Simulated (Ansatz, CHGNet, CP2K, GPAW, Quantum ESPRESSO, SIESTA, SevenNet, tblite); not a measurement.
# RbB6H6 (Fm-3) (104 atoms) in GPAW

How do the settings of GPAW change the result for RbB6H6 (Fm-3) (104 atoms)? A plane-wave run serves as the yardstick.

Method: the method is named at each step, in GPAW 26.7.0.

## (1) The starting structure

The cell holds 104 atoms: 8 Rb, 48 B and 48 H. Its edges and angles: a = 10.850 Å, b = 10.850 Å, c = 10.850 Å, α = 90.0°, β = 90.0°, γ = 90.0°. It derives from RbB6H6 (Fm-3), repeated 1×1×1. RbB6H6, space group Fm-3, structure from the Crystallography Open Database, 1 x 1 x 1 conventional cells; every coordinate displaced by a Gaussian of 0.02 Å; bonds to H set to neutron lengths (C-H 1.089, N-H 1.015, O-H 0.983, B-H 1.19 Å) where the listed ones are shorter. Then every atom was moved at random, 0.05 Å r.m.s. a Cartesian component (hydrogen 0.6 of that).

The yardstick, on the same geometry:

* method: Kohn-Sham DFT, PBE, SSSP efficiency 1.3.0 pseudopotentials, plane waves (Quantum ESPRESSO 7.5); sssp-pbe-1.3.0-efficiency, cutoffs 45/360 Ry, Γ point
* r.m.s. force component: 1.632 eV/Å
* longest force: 8.548 eV/Å
* pressure: 3.51 GPa
* gap (highest filled to lowest empty level): 4.06 eV
* time: 2.5 min on 2 MPI ranks of Arm Neoverse V1, shared host
* CPU time: 5 min

## (2) PBE, LCAO dzp, h 0.2 Å

Method: Kohn-Sham DFT, PBE, PAW, atomic orbitals (dzp).

run.py reads:

```python
import numpy as np
from ase.io import read
from gpaw import GPAW, FermiDirac
from ase.parallel import parprint as print

atoms = read("structure.xyz")
atoms.calc = GPAW(
    mode="lcao",
    basis="dzp",
    h=0.2,
    xc="PBE",
    kpts={"size": (1, 1, 1), "gamma": True},
    occupations=FermiDirac(0.05),
    maxiter=200,
    symmetry={"point_group": False},
    txt="gpaw.txt",
)
energy = atoms.get_potential_energy(force_consistent=True)
forces = atoms.get_forces()
print(f"energy {energy:.6f} eV")
print("forces (eV/A)")
for i, (a, f) in enumerate(zip(atoms, forces)):
    print(f"{i:4d} {a.symbol:2s} {f[0]:10.5f} {f[1]:10.5f} {f[2]:10.5f}")
print(f"Fermi level {atoms.calc.get_fermi_level():.4f} eV")
for k in range(len(atoms.calc.get_ibz_k_points())):
    for s in range(atoms.calc.get_number_of_spins()):
        e = atoms.calc.get_eigenvalues(kpt=k, spin=s)
        n = np.searchsorted(e, atoms.calc.get_fermi_level())
        print(f"k {k} spin {s} levels about the Fermi level:", np.round(e[max(n - 6, 0):n], 4).tolist(), "|", np.round(e[n:n + 6], 4).tolist())
```

structure.xyz reads:

```xyz
104
Lattice="10.85000 0.00000 0.00000 0.00000 10.85000 0.00000 0.00000 0.00000 10.85000" Properties=species:S:1:pos:R:3 pbc="T T T"
Rb 2.72834 2.62657 8.24133
Rb 8.13251 8.08770 8.10788
Rb 8.20520 2.74483 2.75123
Rb 2.64675 8.20737 2.74863
Rb 8.17048 8.18806 2.65304
Rb 2.81557 2.73377 2.74255
Rb 2.63156 8.25370 8.18774
Rb 8.10647 2.74820 8.16734
B 10.82157 4.61733 6.78168
B 10.83915 6.18971 6.98143
B 0.00293 4.63946 4.01049
B 10.82776 6.30624 4.00181
B 6.85904 0.01790 4.57512
B 6.85416 10.76667 6.21803
B 3.94376 10.79325 4.56362
B 3.97012 0.05751 6.30276
B 4.73331 6.94150 0.01389
B 6.20967 6.87868 0.03863
B 4.72745 4.03663 10.83611
B 6.18884 4.05258 10.77882
B 0.00488 10.05350 1.41885
B 0.03136 0.89632 1.39813
B 10.82591 10.01965 9.38905
B 10.84816 0.91834 9.44351
B 6.90461 5.42033 10.03853
B 6.88877 5.49238 0.77740
B 3.99096 5.43227 10.11535
B 3.95504 5.36760 0.83979
B 4.60279 1.39130 5.40254
B 6.21477 1.45564 5.42120
B 4.59942 9.50254 5.38540
B 6.15401 9.39664 5.42066
B 5.44214 4.61158 1.42048
B 5.49835 6.27521 1.42602
B 5.43184 4.65009 9.39480
B 5.58840 6.31578 9.36518
B 1.43556 0.03353 10.01064
B 1.35397 10.76613 0.80474
B 9.40424 10.80671 10.01639
B 9.37299 10.82396 0.86583
B 10.04688 6.93684 5.44008
B 0.76612 6.83843 5.46146
B 10.07705 4.03512 5.45137
B 0.88710 3.87182 5.49791
B 5.39158 9.95748 6.92740
B 5.36522 0.86149 6.86881
B 5.38160 10.11318 3.98792
B 5.45343 0.80832 4.04824
B 1.53343 5.45343 4.70966
B 1.52963 5.51082 6.16627
B 9.45241 5.43965 4.57881
B 9.34152 5.44627 6.19123
B 9.97332 1.47083 0.00228
B 0.88200 1.40844 10.81539
B 9.99524 9.36832 10.84468
B 0.81592 9.37950 0.01769
[... 44 atom lines left out ...]
H 9.74872 2.61420 0.01378
H 1.16920 2.64208 0.00976
H 9.71476 8.23645 10.83394
H 1.12135 8.22311 10.81300
```

On the command line:

```sh
$ OMP_NUM_THREADS=1 mpirun -np 2 gpaw python run.py > output.txt
```

The log of the run:

```text
energy -497.376351 eV
forces (eV/A)
   0 Rb    0.00526    0.19231   -0.06399
   1 Rb    0.01493    0.10197   -0.00614
   2 Rb   -0.07206    0.01239   -0.01987
   3 Rb    0.09071   -0.07629   -0.01588
   4 Rb   -0.04027   -0.07399    0.08131
   5 Rb   -0.08904   -0.04224   -0.05721
   6 Rb    0.09754   -0.17103   -0.09532
   7 Rb    0.04835   -0.07219   -0.05888
   8 B     1.12567   -2.49548    3.47203
   9 B     0.20848    2.10968   -4.71372
  10 B     1.30464   -2.59417   -1.49311
  11 B     0.96345    0.70896   -1.04312
  12 B     0.51221   -0.33190   -0.55254
  13 B     0.44523    0.83350    2.46355
  14 B    -1.09028    1.74387   -0.16585
  15 B    -1.49109   -1.09656    0.41838
  16 B    -7.90832    0.71778   -0.76529
  17 B     7.71942    2.27500   -1.11414
  18 B    -8.90675   -3.33147    0.38679
  19 B     8.16763   -3.20503    1.31040
  20 B    -1.22163   -2.18319    2.11907
  21 B    -0.96311   -0.03648    0.84201
  22 B     0.27092    0.05863    0.82974
  23 B    -0.39478   -0.54718   -2.28106
[...]
96 H     0.57956    0.21953   -1.02144
  97 H    -0.04156    0.31107    1.02167
  98 H    -0.37002   -0.07494   -1.43030
  99 H    -0.14505   -0.12337    0.84524
 100 H    -1.50238    1.26580    0.01025
 101 H     0.93664   -0.94247   -0.02919
 102 H    -1.40357   -1.18911    0.02784
 103 H     1.18952   -0.37819    0.12451
Fermi level 0.8350 eV
k 0 spin 0 levels about the Fermi level: [-0.7277, -0.7055, -0.6213, -0.5636, -0.5415, -0.3559] | [3.765, 4.1092, 4.1904, 4.4473, 4.5931, 5.4566]
```

gpaw.txt:

```text
Input parameters:
  mode=LCAO(),
  basis={'default': 'dzp'},
  h=0.2,
  kpts=MonkhorstPack(size=(1, 1, 1), gamma=True),
  maxiter=200,
  occupations=Occupations(name='fermi-dirac', width=0.05, fixmagmom=False),
  symmetry=Symmetry(point_group=False),
  xc=XC(name='PBE')
Unit cell  # Å
| periodic |         x |         y |         z |   lengths |    angles |
|----------|-----------|-----------|-----------|-----------|-----------|
|      yes | 10.850000 |  0.000000 |  0.000000 | 10.850000 | 90.000000 |
|      yes |  0.000000 | 10.850000 |  0.000000 | 10.850000 | 90.000000 |
|      yes |  0.000000 |  0.000000 | 10.850000 | 10.850000 | 90.000000 |
Number of symmetries: 1
Symmetry operations  # r_c * U_cc + t_c -> r_c
|   | kind |            matrix            |
|---|------|------------------------------|
| 0 |  E   |  1, 0, 0,  0, 1, 0,  0, 0, 1 |
BZ-sampling:
  Number of BZ points: 1
  Number of IBZ points: 1
  Monkhorst-Pack size: [1, 1, 1]
  Monkhorst-Pack shift: [0, 0, 0]
[... lines left out ...]
      Number of spherical harmonics: 5
        l=0, rc=6.4219 Bohr: 1s-sz confined orbital
        l=0, rc=3.6094 Bohr: 1s-dz split-valence wave
        l=1, rc=6.4219 Bohr: p-type Gaussian polarization
      Number of RI-basis functions 0
Reference energy: -681561.846401  # eV
eigensolver:
density mixing:
  MSR1-Mixer
occupation numbers:
  Fermi-Dirac:
    width: 0.0500  # eV
FastPoissonSolver using
    Stencil: 6*3+1=19 point O(h^6) finite-difference Laplacian
xc functional:
  name: PBE with 2 nearest neighbor stencil
interpolation: tri-quintic # 5. degree polynomial
Initialization done in: 6.290 s
convergence criteria:
- Maximum [total energy] change in last 3 cyles: 0.0005 eV / valence electron
- Maximum integral of absolute [dens]ity change: 0.0001 electrons / valence electron
- Maximum integral of absolute [eigenst]ate change: 4e-08 eV^2 / valence electron
maximum number of iterations: 200
SCF iterations
|iter     |      energy | eigst |  dens |
|---------|-------------|-------|-------|
|iter:   1| -527.904433 |      c|       |
|iter:   2| -522.154497 |      c| -0.79 |
|iter:   3| -497.749635 |      c| -0.82 |
|iter:   4| -497.387366 |      c| -1.55 |
|iter:   5| -497.384005 |      c| -2.23 |
|iter:   6| -497.376179c|      c| -2.52 |
|iter:   7| -497.376363c|      c| -3.07 |
|iter:   8| -497.376352c|      c| -3.48 |
|iter:   9| -497.376351c|      c| -4.09c|
Converged in 9 steps
SCF loop duration: 116.594 s (12.955 s/step)
Energy contributions relative to reference atoms: (reference = -681561.846401)
Energy contributions:
  Kinetic:         545.689941
  Coulomb:        -499.931696
  Zero:              1.248854
  External:          0.000000
  Xc:             -544.383450
  Entropy:          -0.000000
  Spinorbit:         0.000000
  ----------------------------
  Free energy:    -497.376351
  Extrapolated:   -497.376351
dipole moment: (22.941197, 21.320895, -11.014551)  # |e|*Ang
Fermi level: 0.835
Eigenvalues  # (at kpt = [0.000, 0.000, 0.000])
| band index |      eig [eV] | occ [0-2] |
|------------|---------------|-----------|
|          0 |       -25.498 |     2.000 |
|        ... |               |           |
|        124 |        -0.853 |     2.000 |
|        125 |        -0.753 |     2.000 |
[...]
|        139 |         5.632 |     0.000 |
|        ... |               |           |
|        162 |         6.843 |     0.000 |
Gap: 4.121 eV
Transition (v -> c):
  (s=0, k=0, n=131, [0.00, 0.00, 0.00]) -> (s=0, k=0, n=132, [0.00, 0.00, 0.00])
No difference between direct/indirect transitions
Force computation time: 34.811  # s
```

It took 2.7 min on 2 MPI ranks of Arm Neoverse V1, shared host; peak memory 1.6 GiB; 5.4 min of CPU time.

Banners, paths, timers and routine set-up lines are dropped from the logs unmarked, and long logs keep their key lines alone; longer cuts are marked.

Against the reference:

```
r.m.s. force component                           : 1.798 eV/Å
r.m.s. difference of force components            : 251.2 meV/Å
longest difference of force vectors              : 971 meV/Å
force difference over r.m.s. force               : 15.39 %
slope of forces against the reference's          : 1.095
correlation of force components                  : 0.9939
gap (highest filled to lowest empty level) : 4.121 eV
gap difference                                   : 0.0612 eV
```

Length of the force difference by element (eV/Å):

```tsv
element	atoms	mean	most
B	48	0.42	0.97
H	48	0.42	0.78
Rb	8	0.021	0.034
```

Levels nearest the highest filled one (eV from it): -0.37, -0.35, -0.27, -0.21, -0.19, 0.00, 4.12, 4.47, 4.55, 4.80, 4.95, 5.81.

The surroundings of Rb4, one of the 8 Rb atoms, nearest first, numbered as they follow in the input and with coordinates relative to it.

```tsv
atom	x	y	z	distance (Å)	bonds	Fx	Fy	Fz (eV/Å)
Rb4	0.00	0.00	0.00	0.00	12	0.09	-0.08	-0.02
H69	-2.60	1.51	-0.11	3.01	1	-0.07	-0.71	-0.81
H90	-1.49	-0.12	2.64	3.03	1	0.48	-1.45	0.27
H63	0.09	2.63	1.57	3.07	1	0.31	-0.03	-1.08
H60	-2.60	-1.66	0.03	3.09	1	-0.04	1.08	0.57
H79	1.65	0.08	2.65	3.12	1	-1.05	0.62	-0.14
H86	-0.02	2.68	-1.63	3.14	1	-1.57	-0.42	0.72
H97	-0.02	-2.80	1.49	3.17	1	0.58	0.22	-1.02
H104	-1.53	0.02	-2.79	3.18	1	1.19	-0.38	0.12
H95	2.81	1.47	0.05	3.18	1	-0.25	-0.47	0.99
H65	1.61	-0.06	-2.76	3.19	1	-0.20	-1.35	0.09
H76	0.17	-2.78	-1.57	3.20	1	-0.52	-0.08	1.13
H82	2.82	-1.63	-0.17	3.26	1	0.14	1.19	0.50
```

Atoms are counted from 1 here, from 0 in the log.

Forces lie 15 % from the reference's, at 1.1 times its CPU time.

## (3) PBE, LCAO szp(dzp), h 0.2 Å

Method: Kohn-Sham DFT, PBE, PAW, atomic orbitals (szp(dzp)).

Changes to run.py since step 2:

```diff
@@ -3,3 +3,2 @@
 from gpaw import GPAW, FermiDirac
-from ase.parallel import parprint as print
 
@@ -8,3 +7,3 @@
     mode="lcao",
-    basis="dzp",
+    basis="szp(dzp)",
     h=0.2,
```

structure.xyz is that of step 2.

On the command line:

```sh
$ OMP_NUM_THREADS=1 python run.py > output.txt
```

The log of the run:

```text
energy -466.431091 eV
forces (eV/A)
   0 Rb   -0.12523    0.12320   -0.01002
   1 Rb    0.02629   -0.10058   -0.22891
   2 Rb    0.21529    0.01413    0.13889
   3 Rb   -0.05226   -0.09377    0.12004
   4 Rb   -0.14754    0.04495   -0.20496
   5 Rb    0.24472    0.02978   -0.04367
   6 Rb    0.01152   -0.02635    0.00346
   7 Rb   -0.12493   -0.09417    0.06023
   8 B     1.15493   -2.81024    3.28774
   9 B     0.19326    2.23892   -4.92465
  10 B     1.41028   -2.88600   -1.49110
  11 B     0.99726    1.10283   -0.96358
[...]
99 H    -0.73842   -0.11841    1.03194
 100 H    -1.57114    1.99454    0.01167
 101 H     0.97798   -0.41797   -0.01025
 102 H    -1.52078   -1.89375    0.02169
 103 H     1.30277   -1.01899    0.08189
Fermi level 0.0415 eV
k 0 spin 0 levels about the Fermi level: [-1.4167, -1.3684, -1.3169, -1.303, -1.2966, -1.1235] | [3.3316, 3.3878, 3.7255, 3.8607, 4.177, 5.3373]
```

gpaw.txt:

```text
Input parameters:
  mode=LCAO(),
  basis={'default': 'szp(dzp)'},
  h=0.2,
  kpts=MonkhorstPack(size=(1, 1, 1), gamma=True),
  maxiter=200,
  occupations=Occupations(name='fermi-dirac', width=0.05, fixmagmom=False),
  symmetry=Symmetry(point_group=False),
  xc=XC(name='PBE')
[... lines left out ...]
  Fermi-Dirac:
[... lines left out ...]
convergence criteria:
- Maximum [total energy] change in last 3 cyles: 0.0005 eV / valence electron
[... lines left out ...]
Converged in 9 steps
[... lines left out ...]
  Free energy:    -466.431091
[... lines left out ...]
Fermi level: 0.042
[... lines left out ...]
|          0 |       -25.221 |     2.000 |
|        ... |               |           |
|        124 |        -1.542 |     2.000 |
|        125 |        -1.445 |     2.000 |
[...]
|        139 |         5.446 |     0.000 |
|        ... |               |           |
|        162 |         7.207 |     0.000 |
Gap: 4.455 eV
Transition (v -> c):
  (s=0, k=0, n=131, [0.00, 0.00, 0.00]) -> (s=0, k=0, n=132, [0.00, 0.00, 0.00])
No difference between direct/indirect transitions
Force computation time: 44.274  # s
timing:  # [seconds]
  Total:  209.215  # ━━━━━━━━━━━━━━━━━━━━━━━━━━━━━━━━━━━━━━━━━━━━━━━━━━━━━━━━
  Init:     9.171  # ━━╸
  SCF:    155.730  # ━━━━━━━━━━━━━━━━━━━━━━━━━━━━━━━━━━━━━━━━━╸
  Forces:  44.274  # ━━━━━━━━━━━━
```

The job ended after 3.5 min (1 thread; peak memory 1.4 GiB).

Compared with the plane-wave run:

* r.m.s. force component: 1.914 eV/Å
* r.m.s. difference of force components: 516 meV/Å
* longest difference of force vectors: 1616 meV/Å
* force difference over r.m.s. force: 31.61 %
* slope of forces against the reference's: 1.137
* correlation of force components: 0.97
* gap (highest filled to lowest empty level): 4.455 eV
* gap difference: 0.3954 eV

This is a coarse setting, run to see what it loses.

Against the first run (15 %), the force difference from the reference is 32 %, at 0.66 times the CPU time (on 1 against 2 cores), with 712 basis functions against 1016: the smaller basis costs accuracy.

## (4) All runs compared

Differences are against the plane-wave reference, forces as r.m.s. over components; share is that over the reference's r.m.s. force, slope the least-squares factor from reference forces to these. Total energies of different programs have different zeros and aren't compared.

```tsv
run	Δ force, r.m.s. (meV/Å)	share (%)	slope	Δ gap (eV)	cores	CPU time	memory (GiB)
reference	-	-	-	-	2	5 min	2.0
GPAW PBE, LCAO dzp, h 0.2 Å	251	15.4	1.095	0.0612	2	5.4 min	1.6
GPAW PBE, LCAO szp(dzp), h 0.2 Å (coarse)	516	31.6	1.137	0.395	1	3.5 min	1.4
```

Rows marked coarse were listed beforehand as settings not expected to be converged; some can still land near the reference.

CPU time is summed over cores on a shared host, where runs went side by side, so it is rough. Symmetry, cutoffs, thresholds, outputs and thread counts weren't matched or tuned between programs; memory under MPI is the largest rank's times the ranks.

A second geometry, displaced anew (every atom was moved at random, 0.08 Å r.m.s. a Cartesian component (hydrogen 0.6 of that)), gives an energy difference that all programs can be tested on. The reference puts it at 96.87 meV/atom.

```tsv
run	energy less the first geometry's (meV/atom)	error (meV/atom)	force share at the second geometry (%)
GPAW PBE, LCAO dzp, h 0.2 Å	102.7	5.84	13.2
GPAW PBE, LCAO szp(dzp), h 0.2 Å	100.4	3.56	24.6
```

## (5) Summary of results

```
nearest in forces : GPAW PBE, LCAO dzp, h 0.2 Å, 15 %
its CPU time      : 5.4 min
```

The PBE run in local orbitals, coarse settings apart, differs by 15 % (GPAW PBE, LCAO dzp, h 0.2 Å); basis, grid and potentials can all enter. Runs with settings chosen to be coarse differ by 32 % (GPAW PBE, LCAO szp(dzp), h 0.2 Å), their programs' other errors included. None of the electronic-structure runs in the table takes under half the reference's CPU time of 5 min; they take 0.71 to 1.1 times as much. GPAW PBE, LCAO szp(dzp), h 0.2 Å stiffens the forces by a factor of 1.14 while following their directions (correlation 0.970); the slopes of the 2 GPAW runs lie between 1.09 and 1.14. At the same functional, gaps differ from the reference's 4.06 eV by between +0.06 and +0.40 eV. These are spacings on the run's k-points, which needn't hold the band edges. The energy difference between the two geometries, 96.9 meV/atom in the reference, is met best by GPAW PBE, LCAO szp(dzp), h 0.2 Å (coarse) (+3.56) and worst by GPAW PBE, LCAO dzp, h 0.2 Å (+5.84). The published positions, changed by the recipe (random displacements or longer bonds to H), lie far from the minimum at this level of theory. The reference's pressure of 3.5 GPa belongs to a cell and atoms that aren't relaxed at this level. The electronic-structure runs sample only Γ, in a cell whose shortest periodic width is 11 Å.

[Also dropped from logs without a mark: logging warnings of Python, and SIESTA's first energy breakdown and zero terms.]

[Logs are printed without paths, hosts, clocks, repeated set-up lines and the standing remarks that a program may print on its own settings, such as how far it seeks lower states.]

[Hosts, paths, dates, database ids (printed as entryN), source tags and the programs' standing remarks are cut or masked in the printed files.]
